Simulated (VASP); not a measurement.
A run of VASP 6.6.1 is set up as follows.

Contents of POSCAR:

```
Te2Mo
1.0
    3.5182000000      0.0000000000      0.0000000000
   -1.7591000000      3.0468505756      0.0000000000
    0.0000000000      0.0000000000     13.9736000000
Te Mo
4 2
Direct
    0.6666666667      0.3333333333      0.3790000000
    0.3333333333      0.6666666667      0.8790000000
    0.6666666667      0.3333333333      0.1210000000
    0.3333333333      0.6666666667      0.6210000000
    0.6666666667      0.3333333333      0.7500000000
    0.3333333333      0.6666666667      0.2500000000
```

Contents of INCAR.step1:

```
SYSTEM = Te2Mo
PREC     = Accurate       ! precision mode
ENCUT    = 520            ! plane-wave cutoff, eV
EDIFF    = 1E-6           ! SCF threshold, eV
ISMEAR   = 0              ! smearing method
SIGMA    = 0.02           ! smearing width, eV
LREAL    = .False.        ! projectors in reciprocal space
LASPH    = .True.         ! aspherical terms in the spheres
NELM     = 100            ! most SCF steps
ALGO     = Normal         ! electronic algorithm
ISIF     = 2              ! what is computed and relaxed
LWAVE    = .False.        ! write WAVECAR
LCHARG   = .True.         ! write CHGCAR
LMAXMIX  = 4              ! l up to which the mixer works
GGA      = PS             ! functional
KPAR     = 2
```

File KPOINTS.step1:

```
Automatic mesh
0
Gamma
  10 10 2
  0 0 0
```

The input INCAR.step2:

```
SYSTEM = Te2Mo
PREC     = Accurate       ! precision mode
ENCUT    = 520            ! plane-wave cutoff, eV
EDIFF    = 1E-6           ! SCF threshold, eV
ISMEAR   = 0              ! smearing method
SIGMA    = 0.05           ! smearing width, eV
LREAL    = .False.        ! projectors in reciprocal space
LASPH    = .True.         ! aspherical terms in the spheres
NELM     = 100            ! most SCF steps
ALGO     = Normal         ! electronic algorithm
ISIF     = 2              ! what is computed and relaxed
LWAVE    = .False.        ! write WAVECAR
LCHARG   = .False.        ! write CHGCAR
LMAXMIX  = 4              ! l up to which the mixer works
GGA      = PS             ! functional
ICHARG   = 11             ! starting density
KPAR     = 2
```

The input KPOINTS.step2:

```
path GMKGALHA,LM,KH
15
line-mode
reciprocal
 0.0000000000  0.0000000000  0.0000000000  G
 0.5000000000  0.0000000000  0.0000000000  M

 0.5000000000  0.0000000000  0.0000000000  M
 0.3333333333  0.3333333333  0.0000000000  K

 0.3333333333  0.3333333333  0.0000000000  K
 0.0000000000  0.0000000000  0.0000000000  G

 0.0000000000  0.0000000000  0.0000000000  G
 0.0000000000  0.0000000000  0.5000000000  A

 0.0000000000  0.0000000000  0.5000000000  A
 0.5000000000  0.0000000000  0.5000000000  L

 0.5000000000  0.0000000000  0.5000000000  L
 0.3333333333  0.3333333333  0.5000000000  H

 0.3333333333  0.3333333333  0.5000000000  H
 0.0000000000  0.0000000000  0.5000000000  A

 0.5000000000  0.0000000000  0.5000000000  L
 0.5000000000  0.0000000000  0.0000000000  M

 0.3333333333  0.3333333333  0.0000000000  K
 0.3333333333  0.3333333333  0.5000000000  H
```

Potentials or basis: VASP PAW PBE potentials, release 64 (Te, Mo_sv).

The run is started by

```console
$ cat potpaw_PBE.64/Te/POTCAR potpaw_PBE.64/Mo_sv/POTCAR > POTCAR
$ cp INCAR.step1 INCAR
$ cp KPOINTS.step1 KPOINTS
$ mpirun -np 2 vasp_std > vasp.out
$ cp INCAR.step2 INCAR
$ cp KPOINTS.step2 KPOINTS
$ mpirun -np 2 vasp_std > vasp.out
```

(1) Estimate the band gap on the k mesh.

(2) What does it give for the band gap along the path?

Results:

(1) 0.68 eV, indirect (least direct gap 1.15 eV).

(2) 0.68 eV, indirect (least direct gap 1.04 eV).

Caveat: the log is that of the step along the path at fixed density, whose energy, stress, charges and moments have no meaning; spin-orbit coupling is left out, which moves the levels of the heavy elements.

**The experiment to reproduce.**

From “Broadband infrared study of pressure-tunable Fano resonance and metallization transition in 2H-MoTe2”, 2022, pmc:9569381, for a bulk crystal of Te2Mo at 300 K: band gap 0.88 ± 0.05 eV (indirect).

A measured gap of Te2Mo is 0.88 eV (indirect; 300 K; quoted in “Broadband infrared study of pressure-tunable Fano resonance and metallization transition in 2H-MoTe2”, 2022, pmc:9569381); the calculated 0.68 eV misses it by -0.20 eV. Spin-orbit coupling on Mo, Te is left out. The value is that of PBEsol, without temperature or zero-point motion. Semilocal functionals fall short of measured gaps as a rule.
